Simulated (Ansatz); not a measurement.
# HfN: the cost of one run

Computed with Ansatz 0.2.0 (DFT LDA, scalar-relativistic, plane waves, PAW, unless a step's input says otherwise).

3 further runs of the same task are left out: 3 set aside as unsound or not needed.

**1. The structure to begin with**

It takes space group F-43m (No. 216, cubic). Conventional cell: a = 4.829 Å, b = 4.829 Å, c = 4.829 Å, α = 90.00°, β = 90.00°, γ = 90.00°. Hf (site symmetry -43m) has 4 N at 2.09 Å as nearest neighbours. N (site symmetry -43m) is surrounded by 4 Hf at 2.09 Å.

As a file:

```
Hf N
1.0
     0.00000    2.41461    2.41461
     2.41461    0.00000    2.41461
     2.41461    2.41461    0.00000
Hf N
1 1
Direct
  0.00000 0.00000 0.00000
  0.75000 0.75000 0.75000
```

It goes back to an entry of the Materials Project, which need not be the stable form.

This cell was relaxed beforehand with the same method: volume 14.08 Å³/atom, gap on the mesh none (metal).

**2. Zero of energy**

Reference values: F = -15853.8868 eV; pressure 0.12 GPa; largest force 0.000 eV/Å; gap on the mesh none (metal). It was computed beforehand with the settings of the runs below.

**3. The disturbance**

All atoms moved at random, sigma 0.02 Å a component. Displacements in the unstrained cell, with the mean shift removed:

| atom | ux (Å) | uy (Å) | uz (Å) |
| --- | --- | --- | --- |
| Hf1 | -0.007 | 0.003 | 0.005 |
| N2 | 0.007 | -0.003 | -0.005 |

**4. The disturbed cell, one point**

The input, input.yaml:

```yaml
crystal:
  lattice:
    - [0.0, 2.4146129775, 2.4146129775]
    - [2.4146129775, 0.0, 2.4146129775]
    - [2.4146129775, 2.4146129775, 0.0]
  atoms:
    - { symbol: Hf, position: [0.0032418347, -0.0010343923, -0.0019871626] }
    - { symbol: "N", position: [0.7467581653, 0.7510343923, 0.7519871626] }
basis:
  ecutwfc: 420
kpoints:
  mp_grid: { grid: [12, 12, 12] }
hamiltonian:
  xc: lda
scf:
  occupations: { method: gaussian, width: 0.15 }
output:
  forces: true
  stress: true
  eigenvalues: true
```

Launch:

```bash
> ansatz run input.yaml --threads 2 --pin off --max-ram 5120MiB --backend cpu --events-out ev --progress --plain --runs-dir out
```

What time and memory should one allow on 2 threads of Arm Neoverse V2, shared host?

About 19 s, with a peak of 0.73 GiB.
